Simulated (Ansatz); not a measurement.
Relaxed (001) slab cut from CuO (space group C2/c (No. 15)); the slab's formula is Cu5O6, its outer planes O (top) and O (bottom):

```xyz
11
Lattice="2.8941 0.0000 0.0000 0.0117 2.8941 0.0000 0.0000 0.0000 27.7301" Properties=species:S:1:pos:R:3 pbc="T T T"
O     1.4530    1.4477    7.6794
Cu    1.4476    0.0007    8.7830
O     1.4537    1.4477   10.0520
Cu    0.0066    1.4479   11.3200
O     1.4537    1.4480   12.5913
Cu    1.4481    0.0010   13.8650
O     1.4541    1.4481   15.1388
Cu    0.0071    1.4483   16.4101
O     1.4541    1.4484   17.6780
Cu    1.4486    0.0014   18.9471
O     1.4548    1.4484   20.0507
```

All numbers below come from DFT PBEsol, scalar-relativistic, plane waves, PAW in Ansatz. Settings: cutoff 420 eV, Γ-centred mesh 12×12×1 on the computed 11-atom cell, Gaussian smearing of 0.10 eV; no spin polarisation. A dipole correction removes the field between periodic images along c.

The potential is the smooth part; its values at the atoms depend on the PAW datasets.

(1) How does the plane-averaged electrostatic potential energy of an electron run along c, counted from the Fermi level?

Spin polarisation was left out, and a magnetic state may lie lower.

## Answers

(1)
```tsv
z (Å)	V (eV)
2.89	8.25
3.18	8.25
3.47	8.25
3.76	8.25
4.04	8.25
4.33	8.25
4.62	8.25
4.91	8.25
5.20	8.25
5.49	8.24
5.78	8.23
6.07	8.20
6.35	8.10
6.64	7.79
6.93	6.90
7.22	3.00
7.51	-1.32
7.80	-3.43
8.09	-4.58
8.38	-7.13
8.67	-10.17
8.95	-10.03
9.24	-6.46
9.53	-3.37
9.82	-4.16
10.11	-4.85
10.40	-3.59
10.69	-4.06
10.98	-8.45
11.27	-10.84
11.55	-9.73
11.84	-5.43
12.13	-3.27
12.42	-4.45
12.71	-4.65
13.00	-3.28
13.29	-4.55
13.58	-9.09
13.87	-10.83
14.15	-9.09
14.44	-4.55
14.73	-3.28
15.02	-4.65
15.31	-4.45
15.60	-3.27
15.89	-5.43
16.18	-9.73
16.46	-10.84
16.75	-8.45
17.04	-4.06
17.33	-3.59
17.62	-4.85
17.91	-4.16
18.20	-3.37
18.49	-6.46
18.78	-10.03
19.06	-10.17
19.35	-7.13
19.64	-4.58
19.93	-3.43
20.22	-1.32
20.51	3.00
20.80	6.90
21.09	7.79
21.38	8.10
21.66	8.20
21.95	8.23
22.24	8.24
22.53	8.25
22.82	8.25
23.11	8.25
23.40	8.25
23.69	8.25
23.97	8.25
24.26	8.25
24.55	8.25
24.84	8.25
```

The vacuum level lies 8.25 eV above the Fermi level.

Cost: 1 run of about 7.3 core-minutes, on Intel Xeon 6975P-C (Granite Rapids) (shared hosts).